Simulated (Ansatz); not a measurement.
The system is TiO2.

```
Ti O
1.0
    -4.35076    4.35076    1.88756
     4.35076   -4.35076    1.88756
     4.35076    4.35076   -1.88756
Ti O
4 8
Direct
  0.29228 0.99714 0.28943
  0.00286 0.29228 0.29514
  0.99714 0.70772 0.70486
  0.70772 0.00286 0.71057
  0.49886 0.84922 0.34808
  0.16166 0.15960 0.32126
  0.15078 0.49886 0.64965
  0.15960 0.83834 0.99794
  0.84040 0.16166 0.00206
  0.84922 0.50114 0.35035
  0.83834 0.84040 0.67874
  0.50114 0.15078 0.65192
```

Measurements of this composition are mostly on another form, of space group No. 141.

* Program: Ansatz 0.2.0
* Task: relaxation of cell and atoms
* Functional: BLYP
* Potentials or basis: Ansatz PAW
* Cutoff: 420 eV (not typed: the program's choice for these potentials)
* k mesh: 8 × 8 × 8
* Occupations: fermi-dirac, width 0.05 eV
* Spin: no spin polarisation

At the start: volume 11.91 Å³/atom.

How do energy, volume and symmetry change on relaxing?

It ends after 14 steps and the volume is 12.56 Å³/atom (+5.4 %); space group I4/m (No. 87, to 0.05 Å).

The path:
```tsv
step	energy change (eV)	largest force (eV/Å)	volume (Å³)
1	0.0000	0.2450	142.92
2	-0.1239	0.0992	147.52
3	-0.1301	0.0634	148.92
4	-0.1399	0.0702	149.12
5	-0.1430	0.2247	150.02
6	-0.1482	0.0276	149.80
7	-0.1482	0.0045	149.84
8	-0.1958	0.0034	149.84
9	-0.1930	0.0387	150.78
10	-0.1943	0.0047	150.65
11	-0.1944	0.0008	150.63
12	-0.1984	0.0009	150.63
13	-0.1981	0.0013	150.70
14	-0.1984	0.0013	150.70
```

Final structure:
```xyz
12
Lattice="-4.4871 4.4871 1.8712 4.4871 -4.4871 1.8712 4.4871 4.4871 -1.8712" Properties=species:S:1:pos:R:3 pbc="T T T"
Ti    4.3709   -1.9159    1.8712
Ti    2.5712    0.1162    0.0000
Ti    1.9159    4.3709    1.8712
Ti    0.1162    6.4029    0.0000
O     3.1068   -0.1284    1.8712
O     1.3878    1.4252    0.0000
O     4.3587    1.3803    0.0000
O     7.5489    1.3878    0.0000
O    -3.0618    3.0993    1.8712
O     0.1284    3.1068    1.8712
O     3.0993    3.0618    1.8712
O     1.3803    4.6155    0.0000
```

Caveat: the plane-wave basis is chosen anew once the cell has moved, so the energies of steps on either side of that aren't comparable; the pressure holds a Pulay correction of +0.8 GPa for the finite cutoff; the PAW data sets come from PBE, with cores solved anew for the run's functional, which leaves a small shift of forces and pressure.
